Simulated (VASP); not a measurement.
# Te (P3_121) in VASP: further runs

One crystal, Te, is run at these levels: PBEsol; tasks: single point.

Everything below comes from runs of VASP 6.6.1. Logs are shortened: lines on timing, memory, paths and dates and some standing lists are left out, and cuts for length are marked.

**1. Starting point**

It takes space group P3_121 (No. 152, trigonal). The conventional cell has a = 4.314 Å, b = 4.314 Å, c = 5.969 Å, α = 90.00°, β = 90.00°, γ = 120.00°. Te (site symmetry 2) is surrounded by 6 Te at 2.91 to 3.35 Å.

**2. Single point, PBEsol**

The input, INCAR:

```
PREC = Accurate
ENCUT = 300
EDIFF = 1E-6
ISMEAR = 1
SIGMA = 0.1
LREAL = False
LASPH = True
NELM = 120
ALGO = Normal
ISIF = 2
LWAVE = False
LCHARG = False
GGA = PS
KPAR = 4
```

The input, KPOINTS:

```
Automatic mesh
0
Gamma
  11 11 8
```

The input, POSCAR:

```
Te                                      
1.0
    4.3139246386      0.0000000000      0.0000000000
   -2.1569623193      3.7359683271      0.0000000000
    0.0000000000     -0.0000000000      5.9692437612
  Te            
     3
Direct
     0.2850848425126269    0.0000000000000000    0.3333333332999970
     0.0000000000000004    0.2850848425126277    0.6666666667000030
     0.7149151574873724    0.7149151574873722    0.0000000000000000
```

Potentials or basis: VASP PAW PBE potentials, release 64 (Te).

The run is started by

```console
cat potpaw_PBE.64/Te/POTCAR > POTCAR
mpirun -np 4 vasp_std > vasp.out
```

OUTCAR:

```text
PREC = Accurate
   ENCUT = 300
   EDIFF = 1E-6
   ISMEAR = 1
   LREAL = False
   LASPH = True
   NELM = 120
   ISIF = 2
   GGA = PS

 ion  position               nearest neighbor table
   1  0.285  0.000  0.333-   3 2.91   2 2.91   3 3.35   3 3.35   2 3.35   2 3.35
   2  0.000  0.285  0.667-   3 2.91   1 2.91   3 3.35   3 3.35   1 3.35   1 3.35
   3  0.715  0.715  0.000-   1 2.91   2 2.91   1 3.35   2 3.35   2 3.35   1 3.35

  LATTYP: Found a hexagonal cell.
 ALAT       =     4.3139246386
 C/A-ratio  =     1.3837153546

  Lattice vectors:

 A1 = (   4.3139246386,   0.0000000000,   0.0000000000)
 A2 = (  -2.1569623193,   3.7359683271,   0.0000000000)
 A3 = (   0.0000000000,   0.0000000000,   5.9692437612)

Analysis of symmetry for initial positions (statically):
=====================================================================
 Subroutine PRICEL returns:
 Original cell was already a primitive cell.

 Routine SETGRP: Setting up the symmetry group for a
 hexagonal supercell.

 Subroutine GETGRP returns: Found  6 space group operations
 (whereof  2 operations were pure point group operations)
 out of a pool of 24 trial point group operations.

The static configuration has the point symmetry C_2 .
 The point group associated with its full space group is D_3 .

Analysis of symmetry for dynamics (positions and initial velocities):
=====================================================================
 Subroutine PRICEL returns:
 Original cell was already a primitive cell.

 Routine SETGRP: Setting up the symmetry group for a
 hexagonal supercell.

 Subroutine GETGRP returns: Found  6 space group operations
 (whereof  2 operations were pure point group operations)
 out of a pool of 24 trial point group operations.

The dynamic configuration has the point symmetry C_2 .
 The point group associated with its full space group is D_3 .

 Subroutine INISYM returns: Found  6 space group operations
 (whereof  2 operations are pure point group operations),
 and found     1 'primitive' translations

----------------------------------------------------------------------------------------

                                     Primitive cell

  volume of cell :      96.2044

  direct lattice vectors                    reciprocal lattice vectors
     4.313924639  0.000000000  0.000000000     0.231807480  0.133834111  0.000000000
    -2.156962319  3.735968327  0.000000000     0.000000000  0.267668222  0.000000000
     0.000000000  0.000000000  5.969243761     0.000000000  0.000000000  0.167525409

  length of vectors
     4.313924639  4.313924639  5.969243761     0.267668222  0.267668222  0.167525409

  position of ions in fractional coordinates (direct lattice)
     0.285084843  0.000000000  0.333333333
     0.000000000  0.285084843  0.666666667
     0.714915157  0.714915157  0.000000000

  ion indices of the primitive-cell ions
   primitive index   ion index
                 1           1
                 2           2
                 3           3

----------------------------------------------------------------------------------------

 KPOINTS: Automatic mesh

Automatic generation of k-mesh.
 Grid dimensions read from file:
 generate k-points for:   11   11    8

 Generating k-lattice:

  Cartesian coordinates                     Fractional coordinates (reciprocal lattice)
     0.021073407  0.012166737  0.000000000     0.090909091  0.000000000  0.000000000
     0.000000000  0.024333475  0.000000000     0.000000000  0.090909091  0.000000000
     0.000000000  0.000000000  0.020940676     0.000000000  0.000000000  0.125000000

  Length of vectors
     0.024333475  0.024333475  0.020940676

  Shift w.r.t. Gamma in fractional coordinates (k-lattice)
     0.000000000  0.000000000  0.000000000

 Subroutine IBZKPT returns following result:
 ===========================================

 Found    110 irreducible k-points:

 Following reciprocal coordinates:
            Coordinates               Weight
  0.000000  0.000000  0.000000      1.000000
  0.090909 -0.000000  0.000000      6.000000
  0.181818  0.000000  0.000000      6.000000
  0.272727  0.000000  0.000000      6.000000
  0.363636 -0.000000  0.000000      6.000000
  0.454545  0.000000  0.000000      6.000000
[... 16 lines left out ...]
  0.000000  0.272727  0.125000      6.000000
  0.363636 -0.000000  0.125000      6.000000
 [... further k-points ...]
   k-points           NKPTS =    110   k-points in BZ     NKDIM =    110   number of bands    NBANDS=     13
   number of dos      NEDOS =    301   number of ions     NIONS =      3
   total plane-waves  NPLWV =  20736
   dimension x,y,z NGX =    24 NGY =   24 NGZ =   36
   dimension x,y,z NGXF=    48 NGYF=   48 NGZF=   72
   ions per type =               3
   NGX,Y,Z   is equivalent  to a cutoff of   9.25,  9.25, 10.03 a.u.
   NGXF,Y,Z  is equivalent  to a cutoff of  18.50, 18.50, 20.05 a.u.
 SYSTEM =  unknown system
   PREC   = accura    normal or accurate (medium, high low for compatibility)
   ISTART =      0    job   : 0-new  1-cont  2-samecut
   ICHARG =      2    charge: 1-file 2-atom 10-const
   ISPIN  =      1    spin polarized calculation?
   LNONCOLLINEAR =      F non collinear calculations
   LSORBIT =      F    spin-orbit coupling
   LASPH  =      T    aspherical Exc in radial PAW
   ENCUT  =  300.0 eV  22.05 Ry    4.70 a.u.   6.09  6.09  8.43*2*pi/ulx,y,z
   NELM   =    120;   NELMIN=  2; NELMDL= -5     # of ELM steps
   EDIFF  = 0.1E-05   stopping-criterion for ELM
   LREAL  =      F    real-space projection
   EDIFFG = 0.1E-04   stopping-criterion for IOM
   NSW    =      0    number of steps for IOM
   IBRION =     -1    ionic relax: 0-MD 1-quasi-New 2-CG
   NFREE  =      0    steps in history (QN), initial steepest desc. (CG)
   ISIF   =      2    stress and relaxation
   ISYM   =      2    0-nonsym 1-usesym 2-fastsym
   POTIM  = 0.5000    time-step for ionic-motion
   TEBEG  =    0.0;   TEEND  =   0.0 temperature during run
   PSTRESS=    0.0 pullay stress
   NELECT =      18.0000    total number of electrons
   NUPDOWN=      -1.0000    fix difference up-down
   EMIN   =  10.00;   EMAX   =-10.00  energy-range for DOS
   EFERMI =   0.00;   METHOD = LEGACY
   ISMEAR =     1;   SIGMA  =   0.10  broadening in eV -4-tet -1-fermi 0-gaus
   EFERMI_NEDOS =   21; number of points for ismear=-14 and -15
   IALGO  =     38    algorithm
   IMIX   =      4    mixing-type and parameters
     AMIX     =   0.40;   BMIX     =  1.00
     AMIX_MAG =   1.60;   BMIX_MAG =  1.00
  volume/ion in A,a.u.               =      32.07       216.41
  Fermi-wavevector in a.u.,A,eV,Ry     =   0.936341  1.769428 11.928693  0.876734
  Thomas-Fermi vector in A             =   2.063340
   LORBIT       =      0    0 simple, 1 ext, 2 COOP (PROOUT), +10 PAW based schemes
   GGA     = PS    functional components
   LHFCALC =     F    Hartree Fock is set to
   AEXX    =    0.0000 exact exchange contribution
   IVDW    =     0    specifies the selected vdW correction
   LEPSILON=     F    determine dielectric tensor
   LRPA    =     F    only Hartree local field effects (RPA)
 non-spin polarized calculation
 Methfessel and Paxton  Order N= 1 SIGMA  =   0.10
  energy-cutoff  :      300.00
  volume of cell :       96.20
 maximum number of plane-waves:      1152
   NGX = 13   NGY = 13   NGZ = 17

 number of electron      17.9999996 magnetization

 Free energy of the ion-electron system (eV)
  ---------------------------------------------------
  ext. energy  EPLUGINS =         0.00000000
  ---------------------------------------------------
  free energy    TOTEN  =       -10.58163765 eV

  energy without entropy =      -10.58169576  energy(sigma->0) =      -10.58165702

 E-fermi :   6.5924     XC(G=0):  -9.5001

 val. band max:        6.5083516715   @ k =   0.3636   0.2727   0.5000
 cond. band min:       6.7972404340   @ k =   0.0000   0.0000   0.5000
 fundamental gap:      0.2888887625
 Fermi energy:         6.5923624846

 k-point     1 :       0.0000    0.0000    0.0000
  band No.  band energies     occupation
      1      -7.3530      2.00000
      2      -3.9760      2.00000
      3      -3.9760      2.00000
      4       3.6328      2.00000
      5       3.9717      2.00000
      6       3.9717      2.00000
      7       4.7778      2.00000
      8       4.7778      2.00000
      9       5.4171      2.00000
     10       7.5504     -0.00000
     11       7.5504     -0.00000
     12       8.2403     -0.00000
     13      11.3513      0.00000

 k-point     2 :       0.0909   -0.0000    0.0000
  band No.  band energies     occupation
      1      -7.2863      2.00000
      2      -3.9809      2.00000
      3      -3.9538      2.00000
      4       3.0069      2.00000
      5       3.5185      2.00000
      6       3.7209      2.00000
      7       5.1055      2.00000
      8       5.3064      2.00000
      9       5.8205      2.00000
     10       7.2121     -0.00000
     11       7.4680     -0.00000
     12       8.0636     -0.00000
     13      11.1205      0.00000

 k-point     3 :       0.1818    0.0000    0.0000
  band No.  band energies     occupation
      1      -7.0897      2.00000
      2      -4.0255      2.00000
      3      -3.8889      2.00000
      4       2.1361      2.00000
      5       2.9071      2.00000
      6       3.3223      2.00000
      7       5.4989      2.00000
      8       5.5955      2.00000
      9       5.8220      2.00000
     10       7.2915     -0.00000
     11       7.3455     -0.00000
     12       7.8774     -0.00000
     13      10.4281      0.00000
[... 305 lines left out ...]
 k-point    23 :       0.0000    0.2727    0.1250
  band No.  band energies     occupation
      1      -6.7190      2.00000
      2      -4.6348      2.00000
      3      -3.3272      2.00000
      4       1.4279      2.00000
      5       2.1135      2.00000
      6       2.9907      2.00000
      7       5.5217      2.00000
      8       5.7590      2.00000
      9       5.8755      2.00000
     10       7.0378     -0.00000
     11       7.2817     -0.00000
     12       7.9208     -0.00000
     13       9.5268      0.00000

 k-point    24 :       0.3636   -0.0000    0.1250
  band No.  band energies     occupation
      1      -6.3551      2.00000
      2      -4.4381      2.00000
      3      -3.8491      2.00000
      4       1.7436      2.00000
      5       2.2595      2.00000
      6       2.7591      2.00000
      7       2.9878      2.00000
      8       5.3004      2.00000
      9       5.4096      2.00000
     10       7.3955     -0.00000
     11       7.9150     -0.00000
     12       9.6296      0.00000
     13      10.0158      0.00000

 [... further k-points ...]

------------------------ aborting loop because EDIFF is reached ----------------------------------------

  FORCE on cell =-STRESS in cart. coord.  units (eV):
  Direction    XX          YY          ZZ          XY          YZ          ZX
  --------------------------------------------------------------------------------------
  -------------------------------------------------------------------------------------
  Total       -0.0506323     -0.0506323     -0.1115453     -0.0000000     -0.0000000     -0.0000000
  in kB       -0.8432252     -0.8432252     -1.8576623     -0.0000000     -0.0000000     -0.0000000
  external PRESSURE =      -1.1813709 kB  Pullay stress =       0.0000000 kB

 VOLUME and BASIS-vectors are now :
 -----------------------------------------------------------------------------
  energy-cutoff  :      300.00
  volume of cell :       96.20
      direct lattice vectors                 reciprocal lattice vectors
     4.313924639  0.000000000  0.000000000     0.231807480  0.133834111  0.000000000
    -2.156962319  3.735968327  0.000000000     0.000000000  0.267668222  0.000000000
     0.000000000  0.000000000  5.969243761     0.000000000  0.000000000  0.167525409

 POSITION                                       TOTAL-FORCE (eV/Angst)
 -----------------------------------------------------------------------------------
      1.22983      0.00000      1.98975        -0.007908      0.000000     -0.000000
     -0.61492      1.06507      3.97950         0.003954     -0.006848      0.000000
      1.54205      2.67090      0.00000         0.003954      0.006848      0.000000
 -----------------------------------------------------------------------------------
    total drift:                                0.000000      0.000000      0.000000

  FREE ENERGIE OF THE ION-ELECTRON SYSTEM (eV)
  ---------------------------------------------------
  free  energy   TOTEN  =       -10.5816376451 eV

  energy  without entropy=      -10.5816957629  energy(sigma->0) =      -10.58165702
```

Run time: 7.6 s. Hardware: 4 MPI ranks of Intel Xeon Platinum 8488C (Sapphire Rapids), shared host; peak memory 0.17 GiB.

What came out:

```yaml
Free_energy: -10.5816 eV
Pressure: -0.1 GPa
Largest_force: 0.008 eV/Å
Band_gap_on_the_k_mesh: 0.29 eV, indirect (least direct gap 0.38 eV)
```

Forces on the atoms (eV/Å):
```
Te  -0.008  0.000  0.000
Te   0.004 -0.007  0.000
Te   0.004  0.007  0.000
```

Caveat: the PAW data sets were made with another functional, which shifts forces and pressure a little; spin-orbit coupling is left out, which moves the levels of the heavy elements; an odd mesh through Γ misses points on the zone boundary, where band edges often lie.

**3. Single point, PBEsol**

INCAR: that of step 2 with these lines changed.

```diff
@@ -1,3 +1,3 @@
 PREC = Accurate
-ENCUT = 300
+ENCUT = 600
 EDIFF = 1E-6
```

KPOINTS is that of step 2.

POSCAR is that of step 2.

Potentials or basis: VASP PAW PBE potentials, release 64 (Te).

The run is started by

```console
cat potpaw_PBE.64/Te/POTCAR > POTCAR
mpirun -np 4 vasp_std > vasp.out
```

OUTCAR:

```text
PREC = Accurate
   ENCUT = 600
   EDIFF = 1E-6
   ISMEAR = 1
   LREAL = False
   LASPH = True
   NELM = 120
   ISIF = 2
   GGA = PS

 ion  position               nearest neighbor table
   1  0.285  0.000  0.333-   3 2.91   2 2.91   3 3.35   3 3.35   2 3.35   2 3.35
   2  0.000  0.285  0.667-   3 2.91   1 2.91   3 3.35   3 3.35   1 3.35   1 3.35
   3  0.715  0.715  0.000-   1 2.91   2 2.91   1 3.35   2 3.35   2 3.35   1 3.35

  LATTYP: Found a hexagonal cell.
 ALAT       =     4.3139246386
 C/A-ratio  =     1.3837153546

  Lattice vectors:

 A1 = (   4.3139246386,   0.0000000000,   0.0000000000)
 A2 = (  -2.1569623193,   3.7359683271,   0.0000000000)
 A3 = (   0.0000000000,   0.0000000000,   5.9692437612)

Analysis of symmetry for initial positions (statically):
=====================================================================
 Subroutine PRICEL returns:
 Original cell was already a primitive cell.

 Routine SETGRP: Setting up the symmetry group for a
 hexagonal supercell.

 Subroutine GETGRP returns: Found  6 space group operations
 (whereof  2 operations were pure point group operations)
[... 184 lines left out ...]
      6       3.9713      2.00000
      7       4.7775      2.00000
      8       4.7775      2.00000
      9       5.4168      2.00000
     10       7.5501     -0.00000
     11       7.5501     -0.00000
     12       8.2399     -0.00000
     13      11.3503      0.00000
[... 354 lines left out ...]
  band No.  band energies     occupation
      1      -6.3556      2.00000
      2      -4.4386      2.00000
      3      -3.8496      2.00000
      4       1.7434      2.00000
      5       2.2592      2.00000
      6       2.7589      2.00000
      7       2.9876      2.00000
      8       5.3000      2.00000
      9       5.4092      2.00000
     10       7.3952     -0.00000
     11       7.9146     -0.00000
     12       9.6291      0.00000
     13      10.0155      0.00000

 [... further k-points ...]

------------------------ aborting loop because EDIFF is reached ----------------------------------------

  FORCE on cell =-STRESS in cart. coord.  units (eV):
  Direction    XX          YY          ZZ          XY          YZ          ZX
  --------------------------------------------------------------------------------------
  -------------------------------------------------------------------------------------
  Total       -0.0472507     -0.0472507     -0.1088255     -0.0000000      0.0000000      0.0000000
  in kB       -0.7869080     -0.7869080     -1.8123664     -0.0000000      0.0000000      0.0000000
  external PRESSURE =      -1.1287275 kB  Pullay stress =       0.0000000 kB

 VOLUME and BASIS-vectors are now :
 -----------------------------------------------------------------------------
  energy-cutoff  :      600.00
  volume of cell :       96.20
      direct lattice vectors                 reciprocal lattice vectors
     4.313924639  0.000000000  0.000000000     0.231807480  0.133834111  0.000000000
    -2.156962319  3.735968327  0.000000000     0.000000000  0.267668222  0.000000000
     0.000000000  0.000000000  5.969243761     0.000000000  0.000000000  0.167525409

 POSITION                                       TOTAL-FORCE (eV/Angst)
 -----------------------------------------------------------------------------------
      1.22983      0.00000      1.98975        -0.008016      0.000000      0.000000
     -0.61492      1.06507      3.97950         0.004008     -0.006942      0.000000
      1.54205      2.67090      0.00000         0.004008      0.006942      0.000000
 -----------------------------------------------------------------------------------
    total drift:                                0.000000     -0.000000      0.000000

  FREE ENERGIE OF THE ION-ELECTRON SYSTEM (eV)
  ---------------------------------------------------
  free  energy   TOTEN  =       -10.5816036448 eV

  energy  without entropy=      -10.5816617040  energy(sigma->0) =      -10.58162300
```

Run time: 27 s. Hardware: 4 MPI ranks of Intel Xeon Platinum 8488C (Sapphire Rapids), shared host; peak memory 0.32 GiB.

What came out:

```yaml
Free_energy: -10.5816 eV
Pressure: -0.1 GPa
Largest_force: 0.008 eV/Å
Band_gap_on_the_k_mesh: 0.29 eV, indirect (least direct gap 0.38 eV)
```

Forces in eV/Å, atoms in the order of the input:
```
Te  -0.008  0.000  0.000
Te   0.004 -0.007  0.000
Te   0.004  0.007  0.000
```

Levels at points of the mesh, in eV from the valence-band top:
| k point | band 7 | band 8 | band 9 | band 10 | band 11 | band 12 |
| --- | --- | --- | --- | --- | --- | --- |
| (0.00, 0.00, 0.00) | -1.73 | -1.73 | -1.09 | 1.04 | 1.04 | 1.73 |
| (0.00, 0.00, 0.50) | -1.21 | -0.79 | -0.79 | 0.29 | 0.35 | 0.35 |

Caveat: the PAW data sets were made with another functional, which shifts forces and pressure a little; spin-orbit coupling is left out, which moves the levels of the heavy elements; an odd mesh through Γ misses points on the zone boundary, where band edges often lie.
